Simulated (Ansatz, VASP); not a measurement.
Sb: VASP beside Ansatz

```xyz
8
Lattice="7.4694 0.0000 0.0000 0.0000 7.4694 0.0000 0.0000 0.0000 4.0161" Properties=species:S:1:pos:R:3 pbc="T T T"
Sb    0.7311    0.7311    2.0080
Sb    5.3471    5.3471    2.0080
Sb    2.1223    2.1223    0.0000
Sb    1.6124    5.8570    3.0121
Sb    3.0036    4.4658    1.0040
Sb    6.7383    6.7383    0.0000
Sb    5.8570    1.6124    1.0040
Sb    4.4658    3.0036    3.0121
```

Alike in both runs: task single point; functional PBE; k mesh 4 × 4 × 4; occupations gaussian, width 0.1 eV; no spin polarisation.

```csv
,VASP,Ansatz
version,VASP 6.6.1,Ansatz 0.2.0
potentials or method,"VASP PAW PBE potentials, release 64 (Sb)","scalar-relativistic, plane waves, PAW"
plane-wave cutoff (eV),520,420
valence electrons in the cell,40,120
```

```csv
,VASP,Ansatz,Ansatz less VASP
gap on the k mesh at the Fermi level (eV),none,none,-
pressure (GPa),22.7,22.4,-0.34
largest component of the traceless stress (GPa),1.14,1.04,-0.100
rms of the force components (eV/Å),1.234,1.209,-0.0250
```

Atom by atom the forces differ by 0.025 eV/Å (rms over components). A gap of «none» marks a metal or a gap that the smearing closes. The functional is the same, so the differences come from potentials, cutoffs and numerics. The two sets of potentials don't hold the same shells in valence.

Caveats: the k mesh is coarse (spacing up to 0.39 Å⁻¹), so the values aren't converged; so large a pressure means that the cell lies far from this level's equilibrium, or that cutoff or potentials fall short (VASP); forces of over 1 eV/Å show positions far from the minimum, so gaps and moduli don't describe the material at rest. Spin-orbit coupling is left out, which matters for the levels of Sb.
